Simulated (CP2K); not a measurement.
The system is HfO2.

```
Hf O
1.0
     3.55802    0.00000    0.00000
     0.00000    3.55802    0.00000
     0.00000    0.00000    5.17186
Hf O
2 4
Cartesian
  0.0000 0.0000 0.0000
  1.7790 1.7790 2.5859
  0.0000 1.7790 1.0199
  1.7790 0.0000 1.5660
  1.7790 0.0000 4.1519
  0.0000 1.7790 3.6059
```

Measurements of this composition are mostly on another form, of space group No. 14.

Base run:

| Property | Result |
| --- | --- |
| Program | CP2K 2026.2 |
| Functional | PBE |
| Potentials or basis | POTENTIAL_UZH Hf GTH-PBE-q12, O GTH-PBE-q6; DZVP-MOLOPT-PBE-GTH basis |
| Density cutoff | 11565 eV |
| k mesh | 8 × 8 × 5 |
| Occupations | fermi-dirac, width 0.05 eV |
| Spin | no spin polarisation |

Its results: band gap on the k mesh 4.86 eV, indirect (least direct gap 4.94 eV); pressure 3.9 GPa; largest force 0.011 eV/Å.

Problem. The run is repeated on the same cell with these changes: functional from PBE to TPSS. What comes out?

Solution. Band gap on the k mesh 5.02 eV, indirect (least direct gap 5.11 eV); pressure 2.3 GPa; largest force 0.124 eV/Å.

TPSS gives the wider gap, since meta-GGAs in the generalised Kohn-Sham scheme recover part of the derivative discontinuity.

Caveats: spin-orbit coupling is left out, which moves the levels of the heavy elements; the basis of atomic orbitals isn't converged, which shifts pressures, moduli and gaps; the potentials were made for another functional, which shifts forces and pressure (some runs).
